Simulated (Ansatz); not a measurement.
From the elastic tensor of CdTe to moduli and sound speeds

Level of theory: Ansatz 0.2.0, DFT PBE0, scalar-relativistic, plane waves, PAW. Cutoff 420 eV, 10×10×10 k-points (Γ-centred), Fermi-Dirac smearing of 0.15 eV. No spin polarisation.

The structure is cubic, space group Fm-3m (No. 225). Conventional cell: a = 6.069 Å, b = 6.069 Å, c = 6.069 Å, α = 90.00°, β = 90.00°, γ = 90.00°. Around Cd (site symmetry m-3m) lie 6 Te at 3.03 Å. Around Te (site symmetry m-3m) lie 6 Cd at 3.03 Å.

The cell is the ideal cubic rocksalt prototype; this isn't the usual structure of the compound. In a metal, frequencies and elastic constants depend on the k mesh and the smearing, soft modes and shear constants most.

Relaxed-ion constants (GPa, on the Cartesian axes of the calculation):
```
91.5 35.5 35.5  0.0  0.0  0.0
35.5 91.5 35.5  0.0  0.0  0.0
35.5 35.5 91.5  0.0  0.0  0.0
 0.0  0.0  0.0 22.6  0.0  0.0
 0.0  0.0  0.0  0.0 22.6  0.0
 0.0  0.0  0.0  0.0  0.0 22.6
```

Density 7.132 g/cm³; 2 atoms in 55.88 Å³.

The values that follow are for a polycrystal of randomly turned grains, by Hill's mean where one number stands.

With S = C⁻¹: B_V = (C11+C22+C33+2(C12+C13+C23))/9, G_V = (C11+C22+C33−C12−C13−C23+3(C44+C55+C66))/15, 1/B_R = S11+S22+S33+2(S12+S13+S23), 15/G_R = 4(S11+S22+S33−S12−S13−S23)+3(S44+S55+S66); Hill is their mean. Then v_l = √((B+4G/3)/ρ), v_t = √(G/ρ), v_m = [(2/v_t³+1/v_l³)/3]^(−1/3) and Θ = (ħ/k_B)·v_m·(6π²n/V)^(1/3) for n atoms in the volume V; E = 9BG/(3B+G), ν = (3B−2G)/(2(3B+G)) and A^U = 5G_V/G_R + B_V/B_R − 6.

* Bulk modulus, Voigt / Reuss / Hill: 54.2 / 54.2 / 54.2 GPa
* Shear modulus, Voigt / Reuss / Hill: 24.8 / 24.5 / 24.6 GPa
* Young's modulus: 64 GPa
* Poisson ratio: 0.302
* Pugh ratio B/G: 2.20 (over 1.75, the rule of thumb for ductile)
* Universal anisotropy index: 0.06
* Longitudinal and transverse sound speeds: 3493 and 1859 m/s
* Debye temperature from the mean sound speed: 204 K

Cost: 1 run of about 42 core-minutes, on Intel Xeon 6975P-C (Granite Rapids) (shared hosts).

The elastic response is nearly isotropic, but the shear constants still carry the imprint of the rocksalt bond network. The Cd–Te contacts lie along the cube axes, so axial strain and tetragonal shear stretch or compress them directly. The shear measured by C44 mainly changes the right angles between them, and is resisted more weakly. C12 (35.5 GPa) also clearly exceeds C44 (22.6 GPa), whereas central pair forces alone would make them equal in an unstressed rocksalt crystal. This suggests a sizeable many-body contribution, probably from the deformable Te shell and delocalised electrons. The low Debye temperature follows from modest stiffness combined with heavy atoms.

The tensor satisfies the cubic Born criteria, so this structure resists small homogeneous strains. That is compatible with rocksalt being the known high-pressure form of CdTe, but it doesn't establish that the lattice is dynamically stable against short-wavelength phonons or could be retained on decompression.
